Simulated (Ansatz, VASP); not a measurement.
## TaN: VASP beside Ansatz

```xyz
4
Lattice="3.0500 0.0000 0.0000 -1.5250 2.6414 0.0000 0.0000 0.0000 4.9400" Properties=species:S:1:pos:R:3 pbc="T T T"
Ta    0.0000    1.7609    0.0000
Ta    1.5250    0.8805    2.4700
N     0.0000    1.7609    1.9019
N     1.5250    0.8805    4.3719
```

Alike in both runs: task single point; functional PBE; k mesh 8 × 8 × 4; occupations gaussian, width 0.4 eV; no spin polarisation.

|  | VASP | Ansatz |
| --- | --- | --- |
| version | VASP 6.6.1 | Ansatz 0.2.0 |
| potentials or method | VASP PAW PBE potentials, release 64 (Ta_pv, N) | scalar-relativistic, plane waves, PAW |
| plane-wave cutoff (eV) | 520 | 420 |
| valence electrons in the cell | 32 | 36 |

```tsv
	VASP	Ansatz	Ansatz less VASP
gap on the k mesh at the Fermi level (eV)	none	none	-
rms of the force components (eV/Å)	1.331	1.306	-0.0253
```

Atom by atom the forces differ by 0.025 eV/Å (rms over components). A gap of «none» marks a metal or a gap that the smearing closes. The two sets of potentials don't hold the same shells in valence.

Caveats: forces of over 1 eV/Å show positions far from the minimum, so gaps and moduli don't describe the material at rest. The runs have no spin-orbit coupling, so splittings on Ta are missing.
